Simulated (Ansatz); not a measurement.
Set up this calculation in Ansatz 0.2.0, as an ASE script.

```yaml
Task: projected density of states
Functional: LC-wPBE
Dispersion: d3bj
Potentials_or_basis: JTH PAW
Cutoff: 1800 eV
Density_cutoff: 7200 eV
k_mesh: 6 × 6 × 6
Occupations: fermi-dirac, width 0.025 eV
Spin: no spin polarisation
Driver: chain
```

The structure of Pb lies in POSCAR:

```
Pb
1.0
   -2.0740686469      2.0740686469      2.0740686469
    2.0740686469     -2.0740686469      2.0740686469
    2.0740686469      2.0740686469     -2.0740686469
Pb
1
Direct
    0.0000000000      0.0000000000      0.0000000000
```

This isn't the form of Pb at room conditions, which is fcc.

The cell isn't the ideal one: volume scaled by 1.15.

The input as run:

run.py

```python
import json

import ase.io
import numpy as np

import ansatz as az

atoms = ase.io.read("POSCAR", format="vasp")

calculation = (
    az.Crystal.from_ase(atoms)
    .calculation()
    .kpoints(6, 6, 6)
    .functional("lc_wpbe", dispersion="d3bj")
    .pseudopotentials(kind="paw", source="jth")
    .scf(extra_bands=6)
    .mixing(preconditioner="kerker_dos")
    .occupations(method="fermi_dirac", width=0.025)
    .density_of_states(energy_step=0.05, projected=True)
    .forces()
    .stress()
    .band_table(publish=True)
)
outcome = calculation.run(threads=2, events_out="events.jsonl")

report = outcome.report
for line in open("events.jsonl"):
    event = json.loads(line)
    if event["event"] == "scf_iter":
        d = event["data"]
        print(f"SCF {d['iter']:3d}  HF = {d['harris_foulkes_ev']:.6f} eV  dr2 = {d['dr2_ev']:.2e} eV")
    elif event["event"] in ("relax_step", "md_step"):
        d = event["data"]
        print(f"{event['event']} {d['step']:3d}  E = {d['lagrangian_ev']:.6f} eV")
np.set_printoptions(precision=5, suppress=True, linewidth=110)
print("converged:", report["converged"], "after", report["n_iterations"], "iterations")
print(f"free energy {report['free_energy_ev']:.6f} eV, Fermi level {report['fermi_energy_ev']:.4f} eV")
for key in ("band_edges_ev", "magnetization_mub", "site_moments_mub", "site_moments_nc_mub", "forces_ev_ang",
                "stress_gpa"):
    if report.get(key) is not None:
        print(key, np.array(report[key]), sep="\n")
```

Potentials or basis: JTH PAW.

Command:

```console
$ python run.py
```

It gave:

```json
{
  "Pressure": "-2.3 GPa",
  "Band gap on the k mesh": "none (metal or under the smearing width)",
  "Density of states at the Fermi level": "0.23 states/eV per cell"
}
```

Caveat: pairwise dispersion overbinds metals, which lowers pressure and volume; the thresholds are loose for stress.

Run time: 4.9 min on 2 threads of Arm Neoverse V2, with other jobs on the host, peak memory 3.7 GiB.
